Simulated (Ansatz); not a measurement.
The system is WS2 (Tungstenite).

```xyz
6
Lattice="3.1800 0.0000 0.0000 -1.5900 2.7540 0.0000 0.0000 0.0000 12.5000" Properties=species:S:1:pos:R:3 pbc="T T T"
W     1.5900    0.9180    9.3750
W     0.0000    1.8360    3.1250
S     1.5900    0.9180    4.6875
S     0.0000    1.8360   10.9375
S     1.5900    0.9180    1.5625
S     0.0000    1.8360    7.8125
```

```yaml
Program: Ansatz 0.2.0
Task: relaxation of cell and atoms
Functional: LDA
Potentials_or_basis: Ansatz PAW
Cutoff: "420 eV (not typed: the program's choice for these potentials)"
k_mesh: 10 × 10 × 3
Occupations: fermi-dirac, width 0.05 eV
Spin: no spin polarisation
```

At the start: volume 18.24 Å³/atom.

Question: How do energy, volume and symmetry change on relaxing?

Answer: It ends after 6 steps and the volume is 17.16 Å³/atom (-5.9 %); space group P6_3/mmc (No. 194, to 0.05 Å).

Step by step:
```tsv
step	energy change (eV)	largest force (eV/Å)	volume (Å³)
1	0.0000	0.3580	109.47
2	-0.0824	0.1464	103.95
3	-0.0857	0.0292	102.67
4	-0.0858	0.0090	103.01
5	-0.0858	0.0001	102.96
6	-0.0849	0.0001	102.96
```

Final structure:
```
CELL_PARAMETERS angstrom
3.12685 0.00000 0.00000
-1.56342 2.70793 0.00000
0.00000 0.00000 12.15938
ATOMIC_POSITIONS crystal
W 0.66667 0.33333 0.75000
W 0.33333 0.66667 0.25000
S 0.66667 0.33333 0.37846
S 0.33333 0.66667 0.87846
S 0.66667 0.33333 0.12154
S 0.33333 0.66667 0.62154
```

Caveat: the plane-wave basis is chosen anew once the cell has moved, so the energies of steps on either side of that aren't comparable; the PAW data sets come from PBE, with cores solved anew for the run's functional, which leaves a small shift of forces and pressure.
